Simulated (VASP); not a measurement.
# InP in VASP: relaxation of the atoms with PBE

Aim: the relaxation of the atoms of InP with PBE.

Program: VASP 6.6.1. These are calculated values, not measurements. Logs are shortened: lines on timing, memory, paths and dates and some standing lists are left out, and cuts for length are marked.

### 1 The slab as given

The cell holds a slab with vacuum, 8 atoms: a = 4.144 Å, b = 4.144 Å, c = 25.998 Å, α = 90.00°, β = 90.00°, γ = 120.00°.

### 2 Relaxation of the atoms, PBE

File INCAR:

```
SYSTEM = InP
PREC = Accurate
ENCUT = 900
EDIFF = 1E-6
ISMEAR = -1
SIGMA = 0.05
LREAL = .False.
LASPH = .True.
NELM = 60
ALGO = Normal
ISIF = 2
LWAVE = .False.
LCHARG = .False.
LDIPOL = .True.
IDIPOL = 3
DIPOL = 0.5 0.5 0.500
GGA = PE
IBRION = 2
NSW = 40
EDIFFG = -0.01
```

File KPOINTS:

```
Automatic mesh
0
Gamma
  6 6 1
  0 0 0
```

File POSCAR:

```
InP
1.0
    4.1443528445      0.0000000000      0.0000000000
   -2.0721764223      3.5891148456      0.0000000000
    0.0000000000      0.0000000000     25.9975122651
P In
4 4
Selective dynamics
Direct
    0.0000000000      0.0000000000      0.2884891417  F F F
    0.3333333333      0.6666666667      0.4186496699  F F F
    0.6666666667      0.3333333333      0.5488101981  T T T
    0.0000000000      0.0000000000      0.6789707262  T T T
    0.3333333333      0.6666666667      0.3210292738  F F F
    0.6666666667      0.3333333333      0.4511898019  F F F
    0.0000000000      0.0000000000      0.5813503301  T T T
    0.3333333333      0.6666666667      0.7115108583  T T T
```

Potentials or basis: VASP PAW PBE potentials, release 64 (P, In_d).

On the command line:

```sh
> cat potpaw_PBE.64/P/POTCAR potpaw_PBE.64/In_d/POTCAR > POTCAR
> mpirun -np 1 vasp_std > vasp.out
```

OUTCAR:

```text
SYSTEM = InP
   PREC = Accurate
   ENCUT = 900
   EDIFF = 1E-6
   ISMEAR = -1
   LREAL = .False.
   LASPH = .True.
   NELM = 60
   ISIF = 2
   GGA = PE
   IBRION = 2
   NSW = 40
   EDIFFG = -0.01

 ion  position               nearest neighbor table
   1  0.000  0.000  0.288-   5 2.54   5 2.54   5 2.54
   2  0.333  0.667  0.419-   5 2.54   6 2.54   6 2.54   6 2.54
   3  0.667  0.333  0.549-   7 2.54   7 2.54   7 2.54   6 2.54
   4  0.000  0.000  0.679-   7 2.54   8 2.54   8 2.54   8 2.54
   5  0.333  0.667  0.321-   2 2.54   1 2.54   1 2.54   1 2.54
   6  0.667  0.333  0.451-   2 2.54   2 2.54   2 2.54   3 2.54
   7  0.000  0.000  0.581-   4 2.54   3 2.54   3 2.54   3 2.54
   8  0.333  0.667  0.712-   4 2.54   4 2.54   4 2.54

  LATTYP: Found a hexagonal cell.
 ALAT       =     4.1443528445
 C/A-ratio  =     6.2729968322

  Lattice vectors:

 A1 = (   4.1443528445,   0.0000000000,   0.0000000000)
 A2 = (  -2.0721764223,   3.5891148456,   0.0000000000)
 A3 = (   0.0000000000,   0.0000000000,  25.9975122651)

Analysis of symmetry for initial positions (statically):
=====================================================================
 Subroutine PRICEL returns:
 Original cell was already a primitive cell.

 Routine SETGRP: Setting up the symmetry group for a
 hexagonal supercell.

 Subroutine GETGRP returns: Found  6 space group operations
 (whereof  6 operations were pure point group operations)
 out of a pool of 24 trial point group operations.

The static configuration has the point symmetry C_3v.

Analysis of symmetry for dynamics (positions and initial velocities):
=====================================================================
 Subroutine PRICEL returns:
 Original cell was already a primitive cell.

 Routine SETGRP: Setting up the symmetry group for a
 hexagonal supercell.

 Subroutine GETGRP returns: Found  6 space group operations
 (whereof  6 operations were pure point group operations)
 out of a pool of 24 trial point group operations.

The dynamic configuration has the point symmetry C_3v.

Analysis of constrained symmetry for selective dynamics:
=====================================================================
 Subroutine PRICEL returns:
[... 128 lines left out ...]
   GGA     = PE    functional components
   LHFCALC =     F    Hartree Fock is set to
   AEXX    =    0.0000 exact exchange contribution
   IVDW    =     0    specifies the selected vdW correction
   LEPSILON=     F    determine dielectric tensor
   LRPA    =     F    only Hartree local field effects (RPA)
 conjugate gradient relaxation of ions
 non-spin polarized calculation
  energy-cutoff  :      900.00
  volume of cell :      386.70
 maximum number of plane-waves:     23784
 NGX is ok and might be reduce to    42
   NGX = 21   NGY = 21   NGZ =127

 dipolmoment           0.000000      0.000000      0.042586 electrons x Angstroem

--------------------------------------- Ionic step        1  -------------------------------------------

 number of electron      72.0000007 magnetization

 Free energy of the ion-electron system (eV)
  ---------------------------------------------------
  ext. energy  EPLUGINS =         0.00000000
  ---------------------------------------------------
  free energy    TOTEN  =       -31.35893425 eV

  energy without entropy =      -31.28819425  energy(sigma->0) =      -31.32356425

------------------------ aborting loop because EDIFF is reached ----------------------------------------

  FORCE on cell =-STRESS in cart. coord.  units (eV):
  Direction    XX          YY          ZZ          XY          YZ          ZX
  --------------------------------------------------------------------------------------
  -------------------------------------------------------------------------------------
  Total        3.3479107      3.3479107      5.2509992     -0.0000000      0.0000000      0.0000000
  in kB       13.8710256     13.8710256     21.7558804     -0.0000000      0.0000000      0.0000000
  external PRESSURE =      16.4993105 kB  Pullay stress =       0.0000000 kB
[... 107 lines left out ...]
  FREE ENERGIE OF THE ION-ELECTRON SYSTEM (eV)
  ---------------------------------------------------
  free  energy   TOTEN  =       -31.3825163630 eV

  energy  without entropy=      -31.3134871972  energy(sigma->0) =      -31.34800178

[... ionic steps 4 to 9 ...]

--------------------------------------- Ionic step       10  -------------------------------------------

 number of electron      72.0000009 magnetization

------------------------ aborting loop because EDIFF is reached ----------------------------------------
[... 79 lines left out ...]
--------------------------------------- Ionic step       12  -------------------------------------------

 number of electron      72.0000009 magnetization

 dipolmoment           0.000000      0.000000     -0.211904 electrons x Angstroem

 Free energy of the ion-electron system (eV)
  ---------------------------------------------------
  ext. energy  EPLUGINS =         0.00000000
  ---------------------------------------------------
  free energy    TOTEN  =       -31.42211686 eV

  energy without entropy =      -31.35430643  energy(sigma->0) =      -31.38821165

 E-fermi :   0.5897     XC(G=0):  -5.4242

 val. band max:        0.5747487655   @ k =   0.5000   0.0000   0.0000
 cond. band min:       0.6489679692   @ k =   0.3333   0.1667   0.0000
 fundamental gap:      0.0742192038
 Fermi energy:         0.5897034270

 k-point     1 :       0.0000    0.0000    0.0000
  band No.  band energies     occupation
      1     -14.5162      2.00000
      2     -14.4594      2.00000
      3     -14.4594      2.00000
      4     -14.3528      2.00000
      5     -14.3528      2.00000
      6     -14.2930      2.00000
[... 311 lines left out ...]
     42       4.8258      0.00000
     43       4.9444      0.00000

------------------------ aborting loop because EDIFF is reached ----------------------------------------

 vacuum level on the upper side and lower side of the slab       (xc-potential included)        -1.375         1.200

  FORCE on cell =-STRESS in cart. coord.  units (eV):
  Direction    XX          YY          ZZ          XY          YZ          ZX
  --------------------------------------------------------------------------------------
  -------------------------------------------------------------------------------------
  Total        3.0217615      3.0217615      2.0205163     -0.0000000      0.0000000     -0.0000000
  in kB       12.5197279     12.5197279      8.3713802     -0.0000000      0.0000000     -0.0000000
  external PRESSURE =      11.1369454 kB  Pullay stress =       0.0000000 kB
[... 23 lines left out ...]
  FREE ENERGIE OF THE ION-ELECTRON SYSTEM (eV)
  ---------------------------------------------------
  free  energy   TOTEN  =       -31.4221168590 eV

  energy  without entropy=      -31.3543064339  energy(sigma->0) =      -31.38821165

 reached required accuracy - stopping structural energy minimisation

 vacuum level on the upper side and lower side of the slab         3.920         6.531
```

OSZICAR:

```text
N       E                     dE             d eps       ncg     rms          rms(c)
DAV:   1     0.785552844833E+03    0.78555E+03   -0.41077E+04   602   0.234E+03
DAV:   2     0.760156335083E+02   -0.70954E+03   -0.69567E+03   629   0.502E+02
DAV:   3    -0.268325199963E+02   -0.10285E+03   -0.10039E+03   722   0.213E+02
[... 168 lines left out ...]
DAV:   1    -0.314220902492E+02    0.20422E-04   -0.11100E-02   701   0.312E-01    0.284E-02
DAV:   2    -0.314229475945E+02   -0.85735E-03   -0.30844E-03   988   0.153E-01    0.176E-01
DAV:   3    -0.314221198141E+02    0.82778E-03   -0.30608E-03   982   0.122E-01    0.156E-02
DAV:   4    -0.314221167194E+02    0.30947E-05   -0.30080E-05   633   0.211E-02    0.782E-03
DAV:   5    -0.314221168590E+02   -0.13965E-06   -0.12897E-06   492   0.612E-03
  12 F= -.31422117E+02 E0= -.31388212E+02  d E =-.259134E-04
```

CONTCAR:

```text
InP
   1.00000000000000
     4.1443528445000002    0.0000000000000000    0.0000000000000000
    -2.0721764223000001    3.5891148456000002    0.0000000000000000
     0.0000000000000000    0.0000000000000000   25.9975122650999992
  P               In
     4     4
Selective dynamics
Direct
     0.0000000000000000    0.0000000000000000    0.2884891416999977   F   F   F
     0.3333333332999970    0.6666666667000030    0.4186496698999989   F   F   F
     0.6666666667000030    0.3333333332999970    0.5527937159461492   T   T   T
     0.0000000000000000    0.0000000000000000    0.6880479234825662   T   T   T
     0.3333333332999970    0.6666666667000030    0.3210292738000007   F   F   F
     0.6666666667000030    0.3333333332999970    0.4511898019000000   F   F   F
     1.0000000000000000    0.0000000000000000    0.5857427249968342   T   T   T
     0.3333333332999970    0.6666666667000030    0.7205629012883271   T   T   T

  0.00000000E+00  0.00000000E+00  0.00000000E+00
  0.00000000E+00  0.00000000E+00  0.00000000E+00
  0.00000000E+00  0.00000000E+00  0.00000000E+00
  0.00000000E+00  0.00000000E+00  0.00000000E+00
  0.00000000E+00  0.00000000E+00  0.00000000E+00
  0.00000000E+00  0.00000000E+00  0.00000000E+00
  0.00000000E+00  0.00000000E+00  0.00000000E+00
  0.00000000E+00  0.00000000E+00  0.00000000E+00
```

It took 65 min on 1 thread of Intel Xeon 6975P-C (Granite Rapids), shared host; peak memory 1.1 GiB.

What came out:

```
Free energy               : -31.4221 eV
Energy gained by relaxing : 7.9 meV/atom
Ionic steps               : 12
Band gap on the k mesh    : none (metal or under the smearing width)
```

Step by step:
```csv
step,energy change (eV),largest force (eV/Å),pressure (GPa)
1,0.0000,0.5509,1.65
2,-0.0189,0.5675,1.63
3,-0.0236,0.5890,1.62
4,-0.0270,0.5909,1.60
5,-0.0364,0.5981,1.53
6,-0.0506,0.6119,1.39
7,-0.0623,0.6383,1.12
8,-0.0613,0.6600,1.12
9,-0.0632,0.6472,1.11
10,-0.0632,0.6467,1.12
11,-0.0632,0.6434,1.11
12,-0.0632,0.6440,1.11
```

Final structure:
```yaml
crystal:
  lattice:
    - [4.14435, 0.00000, 0.00000]
    - [-2.07218, 3.58911, 0.00000]
    - [0.00000, 0.00000, 25.99751]
  atoms:
    - { symbol: P, position: [0.00000, 0.00000, 0.28849] }
    - { symbol: P, position: [0.33333, 0.66667, 0.41865] }
    - { symbol: P, position: [0.66667, 0.33333, 0.55279] }
    - { symbol: P, position: [0.00000, 0.00000, 0.68805] }
    - { symbol: In, position: [0.33333, 0.66667, 0.32103] }
    - { symbol: In, position: [0.66667, 0.33333, 0.45119] }
    - { symbol: In, position: [0.00000, 0.00000, 0.58574] }
    - { symbol: In, position: [0.33333, 0.66667, 0.72056] }
```

Levels at points of the mesh, in eV from the Fermi level:
```
           k point  band 32  band 33  band 34  band 35  band 36  band 37  band 38  band 39  band 40  band 41
(0.00, 0.00, 0.00)    -0.93    -0.64    -0.64     0.21     0.30     0.30     0.90     1.42     1.51     2.15
(0.50, 0.00, 0.00)    -2.27    -2.04    -1.79    -0.87    -0.40    -0.02     1.33     1.66     2.06     2.36
```
